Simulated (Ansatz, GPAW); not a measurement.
Given: the input of a run of GPAW 26.7.0 (ASE script) on Li (Lithium). 

run.py

```python
from ase.dft.bandgap import bandgap
from ase.io import read, write
from ase.units import GPa
from gpaw import GPAW, PW

atoms = read('POSCAR')

calc = GPAW(mode=PW(800),
            xc='PBE',
            kpts={'size': (11, 11, 11), 'gamma': True},
            occupations={'name': 'methfessel-paxton', 'order': 0, 'width': 0.023},
            nbands=6,
            convergence={'density': 1e-05, 'energy': 1e-05},
            maxiter=150,
            txt='gpaw.txt')
atoms.calc = calc
energy = atoms.get_potential_energy()
forces = atoms.get_forces()
stress = atoms.get_stress()
calc.write('gs.gpw')
write('result.traj', atoms)
print(f'Energy: {energy:.6f} eV')
print('Forces (eV/A):')
print(forces.round(4))
print('Stress (GPa):', (stress / GPa).round(3))
print('Fermi level:', round(calc.get_fermi_level(), 4), 'eV')
print(f'Gap: {bandgap(calc)[0]:.4f} eV, direct: {bandgap(calc, direct=True)[0]:.4f} eV')
```

POSCAR

```
Li
1.0
   -1.7546500000      1.7546500000      1.7546500000
    1.7546500000     -1.7546500000      1.7546500000
    1.7546500000      1.7546500000     -1.7546500000
Li
1
Direct
    0.0000000000      0.0000000000      0.0000000000
```

Potentials or basis: GPAW PAW data sets (gpaw-data 1.2.1), pw.

Launch:

```sh
$ OMP_NUM_THREADS=1 python run.py
```

**Question.** Translate it to Ansatz 0.2.0. Potentials or basis there: Ansatz PAW, cutoff 420 eV.

**Answer.** As run (cutoffs and basis follow the program's own potentials, and thresholds, step limits or extra output files can differ):

input.yaml

```yaml
crystal:
  lattice:
    - [-1.75465, 1.75465, 1.75465]
    - [1.75465, -1.75465, 1.75465]
    - [1.75465, 1.75465, -1.75465]
  atoms:
    - { symbol: Li, position: [0.0, 0.0, 0.0] }
hamiltonian:
  xc: pbe
  pseudopotentials: { kind: paw }
kpoints:
  mp_grid: { grid: [11, 11, 11] }
scf:
  occupations: { method: gaussian, width: 0.023 }
output:
  forces: true
  stress: true
  eigenvalues: true
```

Potentials or basis: Ansatz PAW.

Launch:

```sh
$ ansatz run input.yaml --threads 2 --pin off --max-ram 5632MiB --backend cpu --events-out ev --progress --plain --runs-dir out
```

Both were run:

|  | GPAW | Ansatz |
| --- | --- | --- |
| Pressure | -0.8 GPa | -0.8 GPa |

Ansatz's pressure holds a Pulay term of +0.00 GPa for its cutoff of 420 eV, which the other run lacks.

The potentials hold 1 and 3 valence electrons a cell.

Where Ansatz's input types no cutoff or centring, it takes its own default and a Γ-centred mesh.

Pressure is positive in compression.
